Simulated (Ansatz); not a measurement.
Crystal: Te.

```
Te
1.0
     4.45400    0.00000    0.00000
    -2.22700    3.85728    0.00000
     0.00000    0.00000    5.92400
Te
3
Direct
  0.73100 0.73100 0.00000
  0.00000 0.26900 0.66667
  0.26900 0.00000 0.33333
```

Base run:

```yaml
Program: Ansatz 0.2.0
Functional: HSE06 form with a typed share of exact exchange
Potentials_or_basis: Ansatz PAW
Cutoff: "420 eV (not typed: the program's choice for these potentials)"
k_mesh: 4 × 4 × 3
Occupations: fermi-dirac, width 0.05 eV
Spin: no spin polarisation
```

Its results: band gap on the k mesh 1.39 eV, indirect (least direct gap 1.60 eV); pressure -0.3 GPa; largest force 0.346 eV/Å.

Task: The run is repeated on the same cell with these changes: screening (1/å) from 0.15 to 0.2. What comes out?

Result: Band gap on the k mesh 1.29 eV, indirect (least direct gap 1.50 eV); pressure -0.2 GPa; largest force 0.308 eV/Å.

Caveats: odd divisions of the mesh miss points on the zone boundary, where band edges often lie, so the gap on the mesh can be too wide; spin-orbit coupling is left out, which moves the levels of the heavy elements; the PAW data sets come from PBE, with cores solved anew for the run's functional, which leaves a small shift of forces and pressure; the thresholds are loose for stress.

A k mesh can miss the band edges.
